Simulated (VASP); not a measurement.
Pt, 1 atom in the cell. It takes space group Fm-3m (No. 225, cubic). The conventional cell has a = 3.968 Å, b = 3.968 Å, c = 3.968 Å, α = 90.00°, β = 90.00°, γ = 90.00°. Pt (site symmetry m-3m) has 12 Pt at 2.81 Å as nearest neighbours. 

* Program: VASP 6.6.1
* Task: relaxation of cell and atoms
* Functional: PBE
* Potentials or basis: VASP PAW PBE potentials, release 64 (Pt)
* Cutoff: 520 eV
* k mesh: 18 × 18 × 18
* Occupations: gaussian, width 0.1 eV
* Spin: no spin polarisation
* Further INCAR settings: ALGO = Fast; EDIFF = 1e-07; IBRION = 2; EDIFFG = -0.002; NSW = 80; ISIF = 3

Potentials or basis: VASP PAW PBE potentials, release 64 (Pt).

Command:

```bash
$ cat potpaw_PBE.64/Pt/POTCAR > POTCAR
$ mpirun -np 1 vasp_std > vasp.out
```

Hardware: 1 thread of Intel(R) Xeon(R) Platinum 8488C (Sapphire Rapids), on a shared host.

How long does it take, and how much memory?

Run time: 16 s on 1 thread of Intel(R) Xeon(R) Platinum 8488C (Sapphire Rapids), on a shared host, peak memory 0.16 GiB. Counts: scf iterations 14, k points 195, ion steps 1.
